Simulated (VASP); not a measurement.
Crystal: AlGaN2.

```
CELL_PARAMETERS angstrom
3.16689 0.00000 0.00000
-1.58345 2.74261 0.00000
0.00000 0.00000 5.07838
ATOMIC_POSITIONS crystal
Ga 0.66667 0.33333 0.49929
Al 0.33333 0.66667 0.99929
N 0.66667 0.33333 0.88071
N 0.33333 0.66667 0.38071
```

The cell comes from a database or a generator and needn't be the stable form of this composition.

* Program: VASP 6.6.1
* Task: relaxation of cell and atoms
* Functional: PBEsol
* Potentials or basis: VASP PAW PBE potentials, release 64 (Ga_d, Al, N)
* Cutoff: 600 eV
* k mesh: 3 × 3 × 2
* Occupations: gaussian, width 0.02 eV
* Spin: no spin polarisation

At the start: pressure -1.7 GPa; volume 11.03 Å³/atom.

Task: Where does the relaxation end?

Result: Over 6 steps the energy falls by 9.9 meV/atom and the volume is 10.92 Å³/atom (-1.0 %); space group P3m1 (No. 156, to 0.05 Å).

Step by step:
```tsv
step	energy change (eV)	largest force (eV/Å)	pressure (GPa)	volume (Å³)
1	0.0000	0.9494	-1.69	44.11
2	-0.0377	0.1369	1.30	43.37
3	-0.0390	0.0453	0.84	43.48
4	-0.0393	0.0429	-0.70	43.81
5	-0.0397	0.0165	-0.04	43.67
6	-0.0397	0.0097	0.00	43.67
```

Final structure:
```yaml
crystal:
  lattice:
    - [3.15452, 0.00000, 0.00000]
    - [-1.57726, 2.73189, 0.00000]
    - [0.00000, 0.00000, 5.06702]
  atoms:
    - { symbol: Ga, position: [0.66667, 0.33333, 0.50092] }
    - { symbol: Al, position: [0.33333, 0.66667, 0.99843] }
    - { symbol: N, position: [0.66667, 0.33333, 0.88804] }
    - { symbol: N, position: [0.33333, 0.66667, 0.37262] }
```

Caveat: the k mesh is coarse (spacing up to 0.76 Å⁻¹), so the values aren't converged; the PAW data sets were made with another functional, which shifts forces and pressure a little.
